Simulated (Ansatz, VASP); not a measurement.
## One calculation of AlNi, two programs

File INCAR:

```
PREC = Accurate ; ENCUT = 600
EDIFF = 1E-6 ; ISMEAR = -1
SIGMA = 0.05 ; LREAL = False
LASPH = True ; NELM = 150
ALGO = Normal ; ISIF = 3
LWAVE = False ; LCHARG = False
ISPIN = 2 ; MAGMOM = 1 0
LORBIT = 11 ; LMAXMIX = 4
GGA = CA ; IBRION = 2
NSW = 60 ; EDIFFG = -0.01
```

The input KPOINTS:

```
Automatic mesh
0
Gamma
  9 9 9
```

POSCAR

```
AlNi
1.0
    2.8810000000      0.0000000000      0.0000000000
    0.0000000000      2.8810000000      0.0000000000
    0.0000000000      0.0000000000      2.8810000000
Ni Al
1 1
Direct
    0.5000000000      0.5000000000      0.5000000000
    0.0000000000      0.0000000000      0.0000000000
```

input.yaml

```yaml
crystal:
  lattice:
    - [2.881, 0.0, 0.0]
    - [0.0, 2.881, 0.0]
    - [0.0, 0.0, 2.881]
  atoms:
    - { symbol: Ni, position: [0.5, 0.5, 0.5], spin: 1.0 }
    - { symbol: Al, position: [0.0, 0.0, 0.0] }
hamiltonian:
  xc: lda
  pseudopotentials: { kind: paw }
magnetization:
  spin_polarized: true
kpoints:
  mp_grid: { grid: [9, 9, 9] }
scf:
  occupations: { method: fermi_dirac, width: 0.05 }
output:
  forces: true
  stress: true
  write_density: true
  write_potential: true
  elf: true
  volumetric_format: npy
relax:
  f_tol: 0.01
  max_steps: 40
  cell: { stress_tol: 0.05 }
```

Alike in both runs: task relaxation of cell and atoms; functional LDA; k mesh 9 × 9 × 9; occupations fermi-dirac, width 0.05 eV; collinear spin.

|  | VASP | Ansatz |
| --- | --- | --- |
| version | VASP 6.6.1 | Ansatz 0.2.0 |
| potentials or method | VASP PAW LDA potentials, release 64 (Ni, Al) | Ansatz PAW |
| plane-wave cutoff (eV) | 600 | 420 |
| valence electrons in the cell | 13 | 21 |

VASP gave:

| Property | Result |
| --- | --- |
| gap on the k mesh at the Fermi level, each at its own relaxed structure (eV) | none |
| net moment per atom (μB) | 0.00 |
| relaxed volume (Å³/atom) | 11.38 |
| relaxed cell length with the largest relative difference (Å) | 2.834 |
| energy change over the relaxation (meV/atom) | -16 |

**Question.** Estimate Ansatz's values.

**Answer.** gap on the k mesh at the Fermi level, each at its own relaxed structure (eV): none; net moment per atom (μB): 0.00; relaxed volume (Å³/atom): 11.36; relaxed cell length with the largest relative difference (Å): 2.832; energy change over the relaxation (meV/atom): -17.

A gap of «none» marks a metal or a gap that the smearing closes. The two sets of potentials don't hold the same shells in valence.

Caveats: the plane-wave basis is chosen anew once the cell has moved, so the energies of steps on either side of that aren't comparable (Ansatz); the PAW data sets come from PBE, with cores solved anew for the run's functional, which leaves a small shift of forces and pressure (Ansatz); the starting moments weren't kept (Ansatz). LDA usually gives volumes a few per cent too small. Zero-point motion and thermal expansion aren't in these numbers.
